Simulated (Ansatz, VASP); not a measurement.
# Cross-check of SiTc between VASP and Ansatz, part 2 of 2

One calculation is typed for both programs; each brings its own data sets. How far apart do they land? The two relaxations start from unlike cells of this crystal (the structure described is Ansatz's start), so only their ends are compared.

VASP 6.6.1 and Ansatz 0.2.0.

So far: The structure; VASP: relaxation of cell and atoms, LDA.

### 3. Ansatz: relaxation of cell and atoms, LDA

Level of this step: Ansatz beside VASP: Kohn-Sham DFT, plane waves, LDA (Ansatz).

Ansatz runs on its default PAW (the set named soft_2) files.

Its own start cell and the same functional (in two slightly different forms), mesh and smearing now go to Ansatz, which takes its cutoff from its data sets.

Input file input.yaml:

```yaml
crystal:
  lattice:
    - [4.74610068, 0.0, 0.0]
    - [0.0, 4.74610068, 0.0]
    - [0.0, 0.0, 4.74610068]
  atoms:
    - { symbol: Si, position: [0.65508566, 0.15508566, 0.34491434] }
    - { symbol: Si, position: [0.15508566, 0.34491434, 0.65508566] }
    - { symbol: Si, position: [0.34491434, 0.65508566, 0.15508566] }
    - { symbol: Si, position: [0.84491434, 0.84491434, 0.84491434] }
    - { symbol: Tc, position: [0.36546604, 0.86546604, 0.63453396] }
    - { symbol: Tc, position: [0.86546604, 0.63453396, 0.36546604] }
    - { symbol: Tc, position: [0.63453396, 0.36546604, 0.86546604] }
    - { symbol: Tc, position: [0.13453396, 0.13453396, 0.13453396] }
kpoints:
  mp_grid: { grid: [6, 6, 6] }
hamiltonian:
  xc: lda
scf:
  occupations: { method: gaussian, width: 0.1 }
output:
  forces: true
  stress: true
  eigenvalues: true
relax:
  adjacent_minimum: "off"
  f_tol: 0.005
  max_steps: 60
  cell: { stress_tol: 0.03 }
```

Command:

```bash
ansatz run input.yaml --threads 4 --pin off --max-ram 16384MiB --backend cpu --events-out ev --progress --plain --runs-dir out
```

Numbers of over 12 decimals in the logs are rounded to 6 here.

What it wrote:

```text
Engine: ansatz 0.2.0, aarch64-unknown-linux-gnu
Pseudopotentials: kind: paw
Pseudopotential: Si, paw, valence charge 4, recommended cutoff 420 eV (normal), Si.paw.azcp
Pseudopotential: Tc, paw, valence charge 15, recommended cutoff 500 eV (normal), Tc.paw.azcp
Functional definition: SPW92
  exchange = slater_x
  correlation = pw_c
Crystal: 8 atoms, lattice volume = 106.908 Å³
Basis set: ecut = 500 eV, 2721 PW (Γ)
Bands: 46, of which v1, the nominal top of the filled ones, is band 38 counted from 1 (37 counted from 0)
Symmetry: 12 space group operations
Space group: P213 (ITA 198), of the structure as read, at distance tolerance 4.7e-5 Å
k-points: 24 of 216 (time reversal used)
Non-local potential: Si, projectors of the file, l = 0: 2, l = 1: 2, l = 2: 2
Non-local potential: Tc, projectors of the file, l = 0: 3, l = 1: 3, l = 2: 2, l = 3: 2
PAW form: soft (Blöchl's): semilocal exchange-correlation on the pseudo side does not see the compensation charge
PAW frozen core: Si, regenerated for the run's functional, and the local potential with it (the file was generated under x = pbe(κ = 0.804, μ = 0.219515), c = pbe(β = 0.066725))
PAW frozen core: Tc, regenerated for the run's functional, and the local potential with it (the file was generated under x = pbe(κ = 0.804, μ = 0.219515), c = pbe(β = 0.066725))
PAW one-centre angular grid: Si, 110 points (default); XC on 64 Gauss nodes
PAW one-centre angular grid: Tc, 590 points (default); XC on 64 Gauss nodes
Initial density: superposition of atomic densities (chi_scale 0.1, normalization cell)
Initial wavefunctions: pseudopotential atomic-orbital guess
Functional: x = slater, c = lda
SCF iter   1: F=—  HF=-23565.310215 eV  |F-HF|=—  |Δ(HF+E_count)|=         —  Δρ=4.60e-2  dr2=2.52e0  ethr=3.10e-3  ⟨swp⟩=6.1  Hψ=4123  notcnv=0
preconditioner: auto → Kerker (q_TF=auto, 2.577 Å⁻¹)  [metal: Δε(μ)=0.059 eV  Ē_g=6.257 eV  σ=0.100 eV  W_gap=0.32  n_scr=26 (ndim 8)  ℏωp=23.8 eV  f_vac=0.000  D(μ)=4.42/eV (n_scr^D=32)]
SCF iter   2: F=—  HF=-23564.707093 eV  |F-HF|=—  |Δ(HF+E_count)|=   6.03e-1  Δρ=2.85e-2  dr2=1.05e0  ethr=3.10e-3  ⟨swp⟩=1.9  Hψ=1345  notcnv=0  defer=65
SCF iter   3: F=—  HF=-23564.295425 eV  |F-HF|=—  |Δ(HF+E_count)|=   4.12e-1  Δρ=3.09e-3  dr2=6.34e-3  ethr=1.39e-3  ⟨swp⟩=2.0  Hψ=1694  notcnv=0  defer=65
SCF iter   4: F=—  HF=-23564.293483 eV  |F-HF|=—  |Δ(HF+E_count)|=   1.94e-3  Δρ=5.68e-4  dr2=2.88e-4  ethr=8.34e-6  ⟨swp⟩=2.8  Hψ=1844  notcnv=0  defer=65
SCF iter   5: F=—  HF=-23564.293438 eV  |F-HF|=—  |Δ(HF+E_count)|=   4.44e-5  Δρ=1.19e-4  dr2=1.34e-5  ethr=3.79e-7  ⟨swp⟩=2.2  Hψ=1568  notcnv=0  defer=65
SCF iter   6: F=—  HF=-23564.293433 eV  |F-HF|=—  |Δ(HF+E_count)|=   4.83e-6  Δρ=2.17e-5  dr2=4.25e-7  ethr=1.77e-8  ⟨swp⟩=3.0  Hψ=1931  notcnv=0  defer=65
SCF iter   7: F=-23564.293433 eV  HF=-23564.293433 eV  |F-HF|=7.87e-9  |Δ(HF+E_count)|=   1.79e-7  Δρ=3.73e-6  dr2=1.28e-8  ethr=1.32e-10  ⟨swp⟩=10.7  Hψ=4852  notcnv=0
SCF 1 converged in 7 iterations: F = -23564.293433 eV  dr2 = 1.28e-8
  greatest PAW one-centre occupation: 0.991 electrons in one spin orbital (limit 2), on the Tc atom at site 7 (counted from 0), in its partial waves of l = 0
relax step   1: F+E_penalty+E_count = -23564.29343313 eV  Δ(F+E_penalty+E_count) = +0.000e0 eV  max|allowed force component| = 3.204e-2 eV/Å  Δτ_max = 0.0000 Å  P = -6.458 GPa  Ω = 106.908 Å³  (7 SCF iters, dr2 threshold 1.00e-7 eV, accepted)
[...]
relax step   4: F+E_penalty+E_count = -23564.35128164 eV  Δ(F+E_penalty+E_count) = -4.588e-5 eV  max|allowed force component| = 1.766e-3 eV/Å  Δτ_max = 0.0002 Å  P = -0.005 GPa  Ω = 104.120 Å³  energy of the carried Pulay correction = +8.217e-4 eV  (6 SCF iters, dr2 threshold 5.38e-8 eV, accepted)
[...]
relax step   5: F+E_penalty+E_count = -23564.35063339 eV  Δ(F+E_penalty+E_count) = +6.483e-4 eV  max|allowed force component| = 1.778e-3 eV/Å  Δτ_max = 0.0000 Å  P = -0.024 GPa  Ω = 104.120 Å³  stress off target by 2.41e-2 GPa  SCF on the basis re-selected at this cell (its energy is not comparable with the rows above)  (9 SCF iters)
basis re-selected at this cell: Δ(F+E_penalty+E_count) = +6.483e-4 eV, ΔP = -0.019 GPa vs the last step (what re-selecting the basis moved, of the pressure what is left beyond the Pulay correction that the steps carried, after the strain that the cell walked since its last selection, with what the two solves' SCF thresholds leave and, on support functions, any second-order correction that the steps lacked; it is no m [...]
SCF converged after 9 iterations
Free energy (F): -23564.350633 eV
Harris-Foulkes:  -23564.350633 eV  (|F-HF|=0.00e0)
Internal energy: -23564.327919 eV  (E = F + TS)
E sigma→0 (E₀):  -23564.339276 eV
Entropy (-TS):   -0.022714 eV (-2.839 meV/atom)
Fermi energy:    18.024796 eV
--- Per-component energies (eV) ---
  E_band       = -268.341085
  E_kinetic    = 2686.235004
  E_local      = -6159.200245  (includes V_loc(G=0)·N_el)
  E_nonlocal   = 1275.485401
  E_hartree    = 1910.624139
  E_xc         = -1183.583246
  E_vxc        = -1382.671732  (∫ρ·V_xc dr)
  E_paw        = -14599.698300  (= ΣΔE_a)
  E_vpaw       = -509.437833  (= ΣTr[D̂ρ^β])
  E_aug_tail   = 0.000042  (compensation charges beyond the density's cutoff)
  E_ewald      = -7496.574922
  E_core_change = 2.384207  (= ΣΔE_core)
  E_smearing   = -0.022714  (= −TS)
  E_closure    = -0.000000  (closes the sum)
  Σ components = -23564.350633   (vs F -23564.350633, Δ=0.00e0)
--- Forces (eV/Å), atoms counted from 1 ---
  atom   1  Si     0.00177787     0.00177787    -0.00177787
  atom   2  Si     0.00177787    -0.00177787     0.00177787
  atom   3  Si    -0.00177787     0.00177787     0.00177787
  atom   4  Si    -0.00177787    -0.00177787    -0.00177787
  atom   5  Tc     0.00029350     0.00029350    -0.00029350
  atom   6  Tc     0.00029350    -0.00029350     0.00029350
  atom   7  Tc    -0.00029350     0.00029350     0.00029350
  atom   8  Tc    -0.00029350    -0.00029350    -0.00029350
  max |Σ_I F_I| component: 6.93e-17 eV/Å
--- Stress (GPa, compression-positive) ---
       -0.024118      -0.000000      -0.000000
       -0.000000      -0.024118      -0.000000
       -0.000000      -0.000000      -0.024118
  P = ⅓ Tr σ = -0.0241 GPa (-0.241 kbar)
--- Band table (eV; the first three rows and the last of 24) ---
  k-point 0: bands = [... 34 lower, 16.1763, 18.4615, 18.4615, 18.4615, 18.7440, 18.7440, 20.2341, 20.2341, ... 4 higher]
  k-point 1: bands = [... 34 lower, 16.5143, 17.9479, 18.1305, 18.6177, 18.7400, 18.8863, 19.8000, 20.0649, ... 4 higher]
  k-point 2: bands = [... 34 lower, 16.5340, 17.1666, 17.9861, 18.3335, 18.7679, 18.8943, 19.4462, 19.6579, ... 4 higher]
  k-point 23: bands = [... 34 lower, 17.3440, 17.3440, 17.8684, 17.8684, 17.8684, 17.8684, 19.6808, 19.6808, ... 4 higher]
--- Relaxed structure (4 steps of the walk, 4 accepted, 1 SCFs on fresh bases) ---
  F+E_penalty+E_count = -23564.35063339 eV   max|allowed force component| = 1.778e-3 eV/Å   (the final SCF, on the basis selected at the relaxed cell)
  cell:  # Å, volume = 104.1199 Å³
    - [4.704476, 0, 0]
    - [0, 4.704476, 0.0]
    - [0, 0.0, 4.704476]
  atoms:
    - { symbol: Si, position: [0.655078, 0.155078, 0.344922] }
    - { symbol: Si, position: [0.155078, 0.344922, 0.655078] }
    - { symbol: Si, position: [0.344922, 0.655078, 0.155078] }
    - { symbol: Si, position: [0.844922, 0.844922, 0.844922] }
    - { symbol: Tc, position: [0.364486, 0.864486, 0.635514] }
    - { symbol: Tc, position: [0.864486, 0.635514, 0.364486] }
    - { symbol: Tc, position: [0.635514, 0.364486, 0.864486] }
    - { symbol: Tc, position: [0.135514, 0.135514, 0.135514] }
```

In the SCF lines HF is the Harris–Foulkes energy and dr2 the Hartree energy of the density residual, in eV; the loop may stop once dr2 is under the threshold and the program's other checks hold. Hψ counts applications of the Hamiltonian.

### 4. Differences

Known differences besides the potentials themselves: the two LDA forms differ slightly; the data sets hold 76 valence electrons in Ansatz (on its default PAW (the set named soft_2) files) and 68 in VASP; VASP's log shows a relativistic correction to its local exchange, Ansatz's none; Ansatz adds a Pulay correction to the stress that steers its cell, VASP none. Total energies have different zeros and are not compared.

The two programs side by side:

```csv
quantity,Ansatz,VASP,difference
volume (Å³),104.12,104.19,-0.07 %
"edge a after relaxation, in the typed setting (Å)",4.705,4.706,-0.02 %
```

### 5. Results

| Property | Result |
| --- | --- |
| difference in volume (relaxation of cell and atoms, LDA) | -0.070 % |

In words: The difference in volume is -0.070 % (relaxation of cell and atoms, LDA), within the 1.2 % picked in this series as the mark of a large difference, as far as the stopping tolerances let one tell. The data sets hold unlike numbers of valence electrons (76 in Ansatz and 68 in VASP), so part of the differences comes from the potentials. 1 further run of this series is not shown here. How closely two codes agree says nothing of how well the functional describes the real material.

[Lines on the potential files, build, host, timing and source positions are cut from VASP's logs without a mark.]

[Logs are printed without paths, hosts, clocks, repeated set-up lines and the standing remarks that a program may print on its own settings, such as how far it seeks lower states.]

[Hosts, paths, dates, database ids (printed as entryN), source tags and the programs' standing remarks are cut or masked in the printed files.]
